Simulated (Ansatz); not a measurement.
The geometry is COD entry 9008833, unchecked; take it as a test cell. The listed cell was then made from it by scaling, straining or moving an atom.

An input for BAs: DFT, LDA, all-electron LAPW, scalar-relativistic (Ansatz 0.2.0).

Command: `ansatz run input.yaml --threads 1 --pin off --max-ram 3072MiB --backend cpu --events-out ev --progress --plain --runs-dir out` The run took 42 s on 1 thread of Intel(R) Xeon(R) 6975P-C (Granite Rapids) (shared host), peak memory 0.7 GiB.

```yaml
crystal:
  lattice:
    - [0.0, 2.3885, 2.316845]
    - [2.3885, 0.0, 2.316845]
    - [2.3885, 2.3885, 0.0]
  atoms:
    - { symbol: B, position: [0.0, 0.0, 0.0] }
    - { symbol: As, position: [0.75, 0.75, 0.75] }
kpoints:
  mp_grid: { grid: [15, 15, 15] }
  band_path:
    path:
      - [0.0, 0.0, 0.0]
      - [0.0, 0.5, 0.5]
      - [0.25, 0.75, 0.5]
      - [0.0, 0.5, 0.0]
      - [0.0, 0.0, 0.0]
      - [0.5, 0.5, 0.0]
      - [0.3828515251, 0.6171484749, 0.0]
      - [-0.3828515251, 0.3828515251, 0.0]
      - [0.0, 0.0, 0.0]
    npoints: 5
scf:
  occupations: { method: fermi_dirac, width: 0.03 }
hamiltonian:
  xc: lda
  pseudopotentials: { kind: all_electron, lapw: { basis_error: 0.00025 } }
output:
  forces: true
  stress: true
  eigenvalues: true
```

Set-up and iterations as logged by Ansatz (the results part is left out, to be predicted):

```
LAPW: plane waves up to 10.043 Å⁻¹, error target 2.5e-4 eV per atom; small_component_spin mean_spin; B in spheres of 0.852 Å, 5 of its electrons in bands, Dirac shells []; As in spheres of 1.196 Å, 23 of its electrons in bands, Dirac shells []
Engine: ansatz 0.2.0
Pseudopotentials: kind: all_electron
Pseudopotential: B, LAPW, valence charge 5, Koelling and Harmon's equation, gaussian nucleus
Pseudopotential: As, LAPW, valence charge 23, Koelling and Harmon's equation, gaussian nucleus
Functional definition: SPW92
  exchange = slater_x
  correlation = pw_c
Crystal: 2 atoms, lattice volume = 26.435 Å³
Basis set: ecut = 384.3093278943384 eV, 459 PW (Γ), exchange–correlation at level 2
Bands: 18, of which v1, the nominal top of the filled ones, is band 14 counted from 1 (13 counted from 0)
Symmetry: 8 space group operations
Space group: I-4m2 (ITA 119), of the structure as read, at distance tolerance 3.0e-5 Å
k-points: 288 of 3375 (time reversal used)
Non-local potential: B, projectors of the file, none
Non-local potential: As, projectors of the file, none
Initial density: superposition of atomic densities (chi_scale 0.1, normalization cell, long waves kept (reshape's long-wave potential 0.00 eV rms))
Initial wavefunctions: plane waves of lowest kinetic energy (no species holds an atomic orbital)
Functional: x = slater, c = lda
iter 1 solved again at ethr=7.19e-3 eV; its pass at ethr=1.00e-1 eV (dr2=2.01e0 eV) is discarded
SCF iter   1: F=—  HF=-62112.496394 eV  |F-HF|=—  |Δ(HF+E_count)|=         —  Δρ=7.64e-2  dr2=2.02e0  ethr=7.19e-3  ⟨swp⟩=2.0  Hψ=34348  notcnv=0
iter 2 solved again at ethr=5.48e-4 eV; its pass at ethr=7.19e-3 eV (dr2=1.53e-1 eV) is discarded
SCF iter   2: F=—  HF=-62111.796429 eV  |F-HF|=—  |Δ(HF+E_count)|=   7.00e-1  Δρ=2.45e-2  dr2=1.53e-1  ethr=5.48e-4  ⟨swp⟩=2.0  Hψ=27366  notcnv=0
SCF iter   3: F=—  HF=-62111.743212 eV  |F-HF|=—  |Δ(HF+E_count)|=   5.32e-2  Δρ=9.94e-3  dr2=2.09e-2  ethr=5.48e-4  ⟨swp⟩=2.3  Hψ=14808  notcnv=0
SCF iter   4: F=—  HF=-62111.737309 eV  |F-HF|=—  |Δ(HF+E_count)|=         —  Δρ=2.64e-3  dr2=1.46e-3  ethr=7.47e-5  ⟨swp⟩=2.0  Hψ=14688  notcnv=0
the basis was enlarged: its passes take 132.8 KiB over the memory plan, 1 of 1 planned eigensolver slots
SCF iter   5: F=—  HF=-62111.736342 eV  |F-HF|=—  |Δ(HF+E_count)|=   9.67e-4  Δρ=5.26e-4  dr2=3.60e-5  ethr=5.20e-6  ⟨swp⟩=2.4  Hψ=13681  notcnv=0
SCF iter   6: F=—  HF=-62111.736340 eV  |F-HF|=—  |Δ(HF+E_count)|=   1.70e-6  Δρ=6.59e-5  dr2=7.18e-7  ethr=1.29e-7  ⟨swp⟩=2.0  Hψ=13536  notcnv=0
SCF iter   7: F=-62111.736340 eV  HF=-62111.736340 eV  |F-HF|=1.82e-10  |Δ(HF+E_count)|=   8.29e-8  Δρ=2.86e-6  dr2=1.09e-9  ethr=2.56e-9  ⟨swp⟩=2.0  Hψ=13536  notcnv=0
```

Problem. What pressure will this run report?

Solution. 0.31 GPa (positive in compression).

Problem. Is there a band gap?

Solution. 0.64 eV, indirect from Γ to the line Γ–M (0.5, 0.5, 0).
